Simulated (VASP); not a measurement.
Al2O3, 5 atoms in the cell. The structure is trigonal, space group P-3m1 (No. 164). Conventional cell: a = 3.017 Å, b = 3.017 Å, c = 7.575 Å, α = 90.00°, β = 90.00°, γ = 120.00°. Around Al (site symmetry 3m) lie 4 O at 1.68 to 1.84 Å. O (site symmetry -3m) is surrounded by 2 Al at 1.68 Å. O (site symmetry 3m) is surrounded by 3 Al at 1.84 Å. Measurements of this composition are mostly on another form, of space group No. 167.

| Quantity | Value |
| --- | --- |
| Program | VASP 6.6.1 |
| Task | optical spectrum |
| Functional | PBEsol |
| Potentials or basis | VASP PAW PBE potentials, release 64 (Al, O) |
| Cutoff | 520 eV |
| k mesh | 10 × 10 × 4 |
| Occupations | gaussian, width 0.02 eV |
| Spin | no spin polarisation |
| Further INCAR settings | ALGO = Normal; EDIFF = 1e-07; NBANDS = 44 |

Potentials or basis: VASP PAW PBE potentials, release 64 (Al, O).

Command:

```bash
$ cat potpaw_PBE.64/Al/POTCAR potpaw_PBE.64/O/POTCAR > POTCAR
$ mpirun -np 1 vasp_std > vasp.out
```

Hardware: 1 thread of Intel(R) Xeon(R) 6975P-C (Granite Rapids) (shared host).

How long does it take, and how much memory?

Run time: 48 s on 1 thread of Intel(R) Xeon(R) 6975P-C (Granite Rapids), with other jobs on the host, peak memory 0.29 GiB. Counts: scf iterations 15, k points 50.
